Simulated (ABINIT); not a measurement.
Something may be wrong with this ABINIT 10.8.3 (patched build) calculation of NaI.

Contents of run.abi:

```
# Pseudopotentials
pp_dirpath "./"
pseudos "I.GGA_PBE-ansatz.xml, Na.GGA_PBE-ansatz.xml"

# Structure
acell 8.6492023446 8.6492023446 8.6492023446
rprim
     0.0000000000     0.7071067812     0.7071067812
     0.7071067812     0.0000000000     0.7071067812
     0.7071067812     0.7071067812     0.0000000000
ntypat 2
znucl 53 11
natom 2
typat 1 2
xred
     0.5000000000     0.5000000000     0.5000000000
     0.0000000000     0.0000000000     0.0000000000

# Plane-wave basis
ecut 18 eV
pawecutdg 36.0

# k points
kptopt 1
ngkpt 7 7 7
nshiftk 1
shiftk 0.0 0.0 0.0

# Exchange and correlation
ixc -497498
usekden 1
pawxcdev 0

# Bands and occupations
nband 17
occopt 3
tsmear 0.00183747

# SCF cycle
nstep 60
tolvrs 1.0e-7

# Output
iomode 3
prtwf 0
prtden 0
prteig 0
prtebands 0
```

Potentials or basis: Ansatz PAW PBE default generated set, frozen core.

Launch:

```sh
$ mpirun --bind-to none -np 4 abinit run.abi > log 2>&1
```

run.abo:

```text
[... set-up lines left out ...]
- pspini: atom type   2  psp file is ./Na.GGA_PBE-ansatz.xml
 Pseudopotential format is: paw10
 basis_size (lnmax)=  6 (lmn_size= 14), orbitals=   0   0   0   1   1   2
 Spheres core radius: rc_sph= 2.63805767
 Shapefunction is NUMERIC type: directly read from atomic data file
 Radius for shape functions =  2.63805767
 Compensation charge density is not taken into account in XC energy/potential

   1.85748812E+03                                ecore*ucvol(ha*bohr**3)
--------------------------------------------------------------------------------

--- !ERROR
message: |
    Number of bands nband= 17 > number of planewaves npw= 8
    The number of eigenvectors cannot be greater that the size of the Hamiltonian!
    Action: decrease nband or, alternatively, increase ecut
...

--- !ERROR
message: |
    Number of bands nband= 17 > number of planewaves npw= 8
    The number of eigenvectors cannot be greater that the size of the Hamiltonian!
    Action: decrease nband or, alternatively, increase ecut
...
```

Problem. Diagnose the run.

Solution. The program refused the input. The input holds a flaw that was put in on purpose: cutoff given in eV with the number meant for hartree (ecut = 18 eV).
